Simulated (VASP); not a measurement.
# TePb (Fm-3m) in VASP: notebook

Aim: see how the results for TePb move with the level of theory and the settings. Levels: BEEF-vdW, vdW-DF-cx, rev-vdW-DF2. Tasks: relaxation of cell and atoms.

Program: VASP 6.6.1. These are calculated values, not measurements. Logs are shortened: lines on timing, memory, paths and dates and some standing lists are left out, and cuts for length are marked.

## (1) Starting point

The structure is cubic, space group Fm-3m (No. 225). The conventional cell has a = 6.462 Å, b = 6.462 Å, c = 6.462 Å, α = 90.00°, β = 90.00°, γ = 90.00°. Around Pb (site symmetry m-3m) lie 6 Te at 3.23 Å. Te (site symmetry m-3m) has 6 Pb at 3.23 Å as nearest neighbours.

## (2) Relaxation of cell and atoms, BEEF-vdW

Contents of INCAR:

```
PREC = Accurate
ENCUT = 600
EDIFF = 1E-6
ISMEAR = -1
SIGMA = 0.05
LREAL = False
LASPH = True
NELM = 60
ALGO = Normal
ISIF = 3
LWAVE = False
LCHARG = False
GGA = BF
LUSE_VDW = True
ZAB_VDW = -1.8867
IBRION = 2
NSW = 40
EDIFFG = -0.02
```

Contents of KPOINTS:

```
regular mesh
0
Gamma
  7 7 7
```

Contents of POSCAR:

```
TePb
1.0
    0.0000000000      3.2310000000      3.2310000000
    3.2310000000      0.0000000000      3.2310000000
    3.2310000000      3.2310000000      0.0000000000
Pb Te
1 1
Direct
    0.0000000000      0.0000000000      0.0000000000
    0.5000000000      0.5000000000      0.5000000000
```

Potentials or basis: VASP PAW PBE potentials, release 64 (Pb_d, Te).

On the command line:

```sh
$ cat potpaw_PBE.64/Pb_d/POTCAR potpaw_PBE.64/Te/POTCAR > POTCAR
$ mpirun -np 1 vasp_std > vasp.out
```

OUTCAR:

```text
PREC = Accurate
   ENCUT = 600
   EDIFF = 1E-6
   ISMEAR = -1
   LREAL = False
   LASPH = True
   NELM = 60
   ISIF = 3
   GGA = BF
   IBRION = 2
   NSW = 40
   EDIFFG = -0.02

 ion  position               nearest neighbor table
   1  0.000  0.000  0.000-   2 3.23   2 3.23   2 3.23   2 3.23   2 3.23   2 3.23
   2  0.500  0.500  0.500-   1 3.23   1 3.23   1 3.23   1 3.23   1 3.23   1 3.23

  LATTYP: Found a face centered cubic cell.
 ALAT       =     6.4620000000

  Lattice vectors:

 A1 = (   0.0000000000,   3.2310000000,   3.2310000000)
 A2 = (   3.2310000000,   0.0000000000,   3.2310000000)
 A3 = (   3.2310000000,   3.2310000000,   0.0000000000)

Analysis of symmetry for initial positions (statically):
=====================================================================
 Subroutine PRICEL returns:
 Original cell was already a primitive cell.

 Routine SETGRP: Setting up the symmetry group for a
 face centered cubic supercell.

 Subroutine GETGRP returns: Found 48 space group operations
 (whereof 48 operations were pure point group operations)
 out of a pool of 48 trial point group operations.

The static configuration has the point symmetry O_h .

Analysis of symmetry for dynamics (positions and initial velocities):
=====================================================================
 Subroutine PRICEL returns:
 Original cell was already a primitive cell.

 Routine SETGRP: Setting up the symmetry group for a
 face centered cubic supercell.

 Subroutine GETGRP returns: Found 48 space group operations
 (whereof 48 operations were pure point group operations)
 out of a pool of 48 trial point group operations.

The dynamic configuration has the point symmetry O_h .

 Subroutine INISYM returns: Found 48 space group operations
 (whereof 48 operations are pure point group operations),
 and found     1 'primitive' translations

----------------------------------------------------------------------------------------

                                     Primitive cell

  volume of cell :      67.4592

  direct lattice vectors                    reciprocal lattice vectors
     0.000000000  3.231000000  3.231000000    -0.154750851  0.154750851  0.154750851
     3.231000000  0.000000000  3.231000000     0.154750851 -0.154750851  0.154750851
     3.231000000  3.231000000  0.000000000     0.154750851  0.154750851 -0.154750851

  length of vectors
     4.569324020  4.569324020  4.569324020     0.268036337  0.268036337  0.268036337

  position of ions in fractional coordinates (direct lattice)
     0.000000000  0.000000000  0.000000000
     0.500000000  0.500000000  0.500000000

  ion indices of the primitive-cell ions
   primitive index   ion index
                 1           1
                 2           2

----------------------------------------------------------------------------------------

 KPOINTS: regular mesh

Automatic generation of k-mesh.
 Grid dimensions read from file:
 generate k-points for:    7    7    7

 Generating k-lattice:

  Cartesian coordinates                     Fractional coordinates (reciprocal lattice)
    -0.022107264  0.022107264  0.022107264     0.142857143  0.000000000  0.000000000
     0.022107264 -0.022107264  0.022107264     0.000000000  0.142857143  0.000000000
     0.022107264  0.022107264 -0.022107264     0.000000000  0.000000000  0.142857143

  Length of vectors
     0.038290905  0.038290905  0.038290905

  Shift w.r.t. Gamma in fractional coordinates (k-lattice)
     0.000000000  0.000000000  0.000000000

 Subroutine IBZKPT returns following result:
 ===========================================

 Found     20 irreducible k-points:

 Following reciprocal coordinates:
            Coordinates               Weight
  0.000000  0.000000  0.000000      1.000000
  0.142857  0.000000  0.000000      8.000000
  0.285714  0.000000  0.000000      8.000000
  0.428571  0.000000  0.000000      8.000000
  0.142857  0.142857  0.000000      6.000000
  0.285714  0.142857  0.000000     24.000000
[... 12 lines left out ...]
 -0.428571  0.428571  0.142857     24.000000
 -0.285714  0.428571  0.142857     24.000000
   k-points           NKPTS =     20   k-points in BZ     NKDIM =     20   number of bands    NBANDS=     14
   number of dos      NEDOS =    301   number of ions     NIONS =      2
   total plane-waves  NPLWV =  64000
   dimension x,y,z NGX =    40 NGY =   40 NGZ =   40
   dimension x,y,z NGXF=    80 NGYF=   80 NGZF=   80
   ions per type =               1   1
   NGX,Y,Z   is equivalent  to a cutoff of  14.55, 14.55, 14.55 a.u.
   NGXF,Y,Z  is equivalent  to a cutoff of  29.11, 29.11, 29.11 a.u.
 SYSTEM =  unknown system
   PREC   = accura    normal or accurate (medium, high low for compatibility)
   ISTART =      0    job   : 0-new  1-cont  2-samecut
   ICHARG =      2    charge: 1-file 2-atom 10-const
   ISPIN  =      1    spin polarized calculation?
   LNONCOLLINEAR =      F non collinear calculations
   LSORBIT =      F    spin-orbit coupling
   LASPH  =      T    aspherical Exc in radial PAW
   ENCUT  =  600.0 eV  44.10 Ry    6.64 a.u.   9.13  9.13  9.13*2*pi/ulx,y,z
   NELM   =     60;   NELMIN=  2; NELMDL= -5     # of ELM steps
   EDIFF  = 0.1E-05   stopping-criterion for ELM
   LREAL  =      F    real-space projection
   EDIFFG = -.2E-01   stopping-criterion for IOM
   NSW    =     40    number of steps for IOM
   IBRION =      2    ionic relax: 0-MD 1-quasi-New 2-CG
   NFREE  =      1    steps in history (QN), initial steepest desc. (CG)
   ISIF   =      3    stress and relaxation
   ISYM   =      2    0-nonsym 1-usesym 2-fastsym
   POTIM  = 0.5000    time-step for ionic-motion
   TEBEG  =    0.0;   TEEND  =   0.0 temperature during run
   PSTRESS=    0.0 pullay stress
   NELECT =      20.0000    total number of electrons
   NUPDOWN=      -1.0000    fix difference up-down
   EMIN   =  10.00;   EMAX   =-10.00  energy-range for DOS
   EFERMI =   0.00;   METHOD = LEGACY
   ISMEAR =    -1;   SIGMA  =   0.05  broadening in eV -4-tet -1-fermi 0-gaus
   EFERMI_NEDOS =   21; number of points for ismear=-14 and -15
   IALGO  =     38    algorithm
   IMIX   =      4    mixing-type and parameters
     AMIX     =   0.40;   BMIX     =  1.00
     AMIX_MAG =   1.60;   BMIX_MAG =  1.00
  volume/ion in A,a.u.               =      33.73       227.62
  Fermi-wavevector in a.u.,A,eV,Ry     =   1.091619  2.062861 16.213147  1.191633
  Thomas-Fermi vector in A             =   2.227868
   LORBIT       =      0    0 simple, 1 ext, 2 COOP (PROOUT), +10 PAW based schemes
   GGA     = BF    functional components
   LHFCALC =     F    Hartree Fock is set to
   AEXX    =    0.0000 exact exchange contribution
   IVDW_NL    =     1    kernel type
   BPARAM     = 6.3000
   IVDW    =     0    specifies the selected vdW correction
   LEPSILON=     F    determine dielectric tensor
   LRPA    =     F    only Hartree local field effects (RPA)
 conjugate gradient relaxation of ions
 non-spin polarized calculation
  energy-cutoff  :      600.00
  volume of cell :       67.46
 maximum number of plane-waves:      2259
 NGX is ok and might be reduce to    40
   NGX = 19   NGY = 19   NGZ = 19

--------------------------------------- Ionic step        1  -------------------------------------------

 number of electron      19.9999998 magnetization

 Free energy of the ion-electron system (eV)
  ---------------------------------------------------
  ext. energy  EPLUGINS =         0.00000000
  ---------------------------------------------------
  free energy    TOTEN  =        -2.32854394 eV

  energy without entropy =       -2.32854265  energy(sigma->0) =       -2.32854329

 E-fermi :   5.9795     XC(G=0):  -9.3256

 val. band max:        5.4339990891   @ k =   0.4286   0.0000   0.0000
 cond. band min:       6.5142189874   @ k =   0.4286   0.0000   0.0000
 fundamental gap:      1.0802198983
 Fermi energy:         5.9795411959

 k-point     1 :       0.0000    0.0000    0.0000
  band No.  band energies     occupation
      1     -11.5947      2.00000
      2     -11.5947      2.00000
      3     -11.5849      2.00000
      4     -11.5849      2.00000
      5     -11.5849      2.00000
      6      -6.4705      2.00000
      7      -0.0958      2.00000
      8       4.1794      2.00000
      9       4.1794      2.00000
     10       4.1794      2.00000
     11       9.5960      0.00000
     12       9.5960      0.00000
     13       9.5960      0.00000
     14      11.4107      0.00000

 k-point     2 :       0.1429    0.0000    0.0000
  band No.  band energies     occupation
      1     -11.5968      2.00000
      2     -11.5968      2.00000
      3     -11.5844      2.00000
      4     -11.5824      2.00000
      5     -11.5824      2.00000
      6      -6.2977      2.00000
      7      -0.6440      2.00000
      8       4.2315      2.00000
      9       4.2315      2.00000
     10       4.4850      2.00000
[... 375 lines left out ...]
  FREE ENERGIE OF THE ION-ELECTRON SYSTEM (eV)
  ---------------------------------------------------
  free  energy   TOTEN  =        -2.3799598643 eV

  energy  without entropy=       -2.3799592545  energy(sigma->0) =       -2.37995956

Total vdW correction in eV:      3.6702131

--------------------------------------- Ionic step        3  -------------------------------------------

 number of electron      20.0000002 magnetization

 Free energy of the ion-electron system (eV)
  ---------------------------------------------------
  ext. energy  EPLUGINS =         0.00000000
  ---------------------------------------------------
  free energy    TOTEN  =        -2.38438994 eV

  energy without entropy =       -2.38438926  energy(sigma->0) =       -2.38438960

 E-fermi :   5.0628     XC(G=0):  -8.9719

 val. band max:        4.4624186011   @ k =   0.4286   0.0000   0.0000
 cond. band min:       5.6337601826   @ k =   0.4286   0.0000   0.0000
 fundamental gap:      1.1713415815
 Fermi energy:         5.0627650489

 k-point     1 :       0.0000    0.0000    0.0000
  band No.  band energies     occupation
      1     -12.4732      2.00000
      2     -12.4732      2.00000
      3     -12.4682      2.00000
      4     -12.4682      2.00000
      5     -12.4682      2.00000
      6      -6.8340      2.00000
      7      -1.2781      2.00000
      8       3.4891      2.00000
      9       3.4891      2.00000
     10       3.4891      2.00000
     11       8.5037      0.00000
     12       8.5037      0.00000
     13       8.5037      0.00000
     14      10.6043      0.00000

 k-point     2 :       0.1429    0.0000    0.0000
  band No.  band energies     occupation
      1     -12.4746      2.00000
      2     -12.4746      2.00000
      3     -12.4677      2.00000
      4     -12.4663      2.00000
      5     -12.4663      2.00000
      6      -6.6805      2.00000
      7      -1.6968      2.00000
      8       3.5366      2.00000
      9       3.5366      2.00000
     10       3.7001      2.00000
[... 330 lines left out ...]
 POSITION                                       TOTAL-FORCE (eV/Angst)
 -----------------------------------------------------------------------------------
      0.00000      0.00000      0.00000         0.000000      0.000000     -0.000000
      3.31770      3.31770      3.31770        -0.000000     -0.000000      0.000000
 -----------------------------------------------------------------------------------
    total drift:                                0.000000     -0.000000     -0.000000

  FREE ENERGIE OF THE ION-ELECTRON SYSTEM (eV)
  ---------------------------------------------------
  free  energy   TOTEN  =        -2.3843899391 eV

  energy  without entropy=       -2.3843892606  energy(sigma->0) =       -2.38438960

Total vdW correction in eV:      3.6414810

 reached required accuracy - stopping structural energy minimisation
```

It took 2.6 min on 1 thread of AMD EPYC 9R45 (Zen 5), shared host; peak memory 0.55 GiB.

What came out:

- Free energy: -2.3844 eV
- Relaxed volume: 36.52 Å³/atom
- Relaxed cell: a = 4.692 Å, b = 4.692 Å, c = 4.692 Å, α = 60.00°, β = 60.00°, γ = 60.00°
- Space group after relaxing (to 0.05 Å): Fm-3m (No. 225)
- Energy gained by relaxing: 27.9 meV/atom
- Ionic steps: 3
- Pressure after relaxing: 0.0 GPa

The path:
```
step  energy change (eV)  largest force (eV/Å)  pressure (GPa)  volume (Å³)
   1              0.0000                0.0000            3.44        67.46
   2             -0.0514                0.0000           -0.79        74.78
   3             -0.0558                0.0000            0.01        73.04
```

Final structure:
```
Pb Te
1.0
     0.00000    3.31770    3.31770
     3.31770    0.00000    3.31770
     3.31770    3.31770    0.00000
Pb Te
1 1
Direct
  0.00000 0.00000 0.00000
  0.50000 0.50000 0.50000
```

Caveat: this odd mesh misses L, where the gap lies, so gap, dielectric constants and Born charges aren't listed; the PAW data sets were made with another functional, which shifts forces and pressure a little. Zero-point motion and thermal expansion aren't in these numbers.

## (3) Relaxation of cell and atoms, vdW-DF-cx

Contents of INCAR:

```
PREC = Accurate
ENCUT = 600
EDIFF = 1E-6
ISMEAR = -1
SIGMA = 0.05
LREAL = False
LASPH = True
NELM = 100
ALGO = Fast
ISIF = 3
LWAVE = False
LCHARG = False
GGA = CX
LUSE_VDW = True
AGGAC = 0.0
IBRION = 2
NSW = 60
EDIFFG = -0.02
```

Contents of KPOINTS:

```
Automatic mesh
0
Gamma
  7 7 7
```

POSCAR is that of step 2.

Potentials or basis: VASP PAW PBE potentials, release 64 (Pb_d, Te).

On the command line:

```sh
$ cat potpaw_PBE.64/Pb_d/POTCAR potpaw_PBE.64/Te/POTCAR > POTCAR
$ mpirun -np 1 vasp_std > vasp.out
```

It took 55 s on 1 thread of AMD EPYC 9R45 (Zen 5), shared host; peak memory 0.54 GiB.

The run converged. Its results:

```
Free energy             : -2.6663 eV
Pressure after relaxing : 0.0 GPa
```

Final structure:
```
Pb Te
1.0
     0.00000    3.23100    3.23100
     3.23100    0.00000    3.23100
     3.23100    3.23100    0.00000
Pb Te
1 1
Direct
  0.00000 0.00000 0.00000
  0.50000 0.50000 0.50000
```

Levels at points of the mesh, in eV from the Fermi level:
```csv
k point,band 6,band 7,band 8,band 9,band 10,band 11,band 12,band 13,band 14
"(0.00, 0.00, 0.00)",-12.42,-6.03,-1.72,-1.72,-1.72,3.65,3.65,3.65,5.42
```

Caveat: the relaxation stopped at its first step, so nothing moved; this odd mesh misses L, where the gap lies, so gap, dielectric constants and Born charges aren't listed; the PAW data sets were made with another functional, which shifts forces and pressure a little.

## (4) Relaxation of cell and atoms, rev-vdW-DF2

Contents of INCAR:

```
  AGGAC = 0.0
  ALGO = Normal
  EDIFF = 1E-7
  EDIFFG = -0.02
  ENCUT = 600
  GGA = MK
  IBRION = 2
  ISIF = 3
  ISMEAR = -1
  LASPH = T
  LCHARG = F
  LREAL = F
  LUSE_VDW = T
  LWAVE = F
  NELM = 60
  NSW = 60
  PARAM1 = 0.1234
  PARAM2 = 0.711357
  PREC = Accurate
  SIGMA = 0.05
  ZAB_VDW = -1.8867
```

Contents of KPOINTS:

```
k-points
0
Gamma
  7 7 7
```

POSCAR is that of step 3.

On the command line:

```sh
$ cat potpaw_PBE.64/Pb_d/POTCAR potpaw_PBE.64/Te/POTCAR > POTCAR
$ mpirun -np 1 vasp_std > vasp.out
```

Wall time 2.6 min (1 thread of AMD EPYC 9R45 (Zen 5), shared host); peak memory 0.55 GiB.

Results (log left out):

```yaml
Free_energy: -3.0389 eV
Relaxed_volume: 34.57 Å³/atom
Relaxed_cell: a = 4.607 Å, b = 4.607 Å, c = 4.607 Å, α = 60.00°, β = 60.00°, γ = 60.00°
Space_group_after_relaxing_to_0.05_Å: Fm-3m (No. 225)
Energy_gained_by_relaxing: 2.8 meV/atom
Ionic_steps: 3
Pressure_after_relaxing: 0.0 GPa
```

The path:
```
step  energy change (eV)  largest force (eV/Å)  pressure (GPa)  volume (Å³)
   1              0.0000                0.0000            1.09        67.46
   2             -0.0049                0.0000           -0.34        69.72
   3             -0.0056                0.0000            0.00        69.14
```

Final structure:
```
CELL_PARAMETERS angstrom
0.00000 3.25756 3.25756
3.25756 0.00000 3.25756
3.25756 3.25756 0.00000
ATOMIC_POSITIONS crystal
Pb 0.00000 0.00000 0.00000
Te 0.50000 0.50000 0.50000
```

Levels at points of the mesh, in eV from the Fermi level:
```csv
k point,band 6,band 7,band 8,band 9,band 10,band 11,band 12,band 13,band 14
"(0.00, 0.00, 0.00)",-12.25,-6.15,-1.65,-1.65,-1.65,3.58,3.58,3.58,5.48
```

Caveat: this odd mesh misses L, where the gap lies, so gap, dielectric constants and Born charges aren't listed; the PAW data sets were made with another functional, which shifts forces and pressure a little.

## (5) Overview

| level | pressure (GPa) | relaxed volume (Å³/atom) |
| --- | --- | --- |
| BEEF-vdW | 0.0 | 36.52 |
| vdW-DF-cx | 0.0 | - |
| rev-vdW-DF2 | 0.0 | 34.57 |

Alike in all rows: task relaxation of cell and atoms; potentials or basis VASP PAW PBE potentials, release 64 (Pb_d, Te); no spin polarisation; cell relaxed; k mesh 7 × 7 × 7; cutoff (eV) 600; smearing fermi-dirac 0.05 eV.

Caveats: the PAW data sets were made with another functional, which shifts forces and pressure a little; the relaxation stopped at its first step, so nothing moved (some runs).

Absolute energies hang on the potentials; compare differences alone.
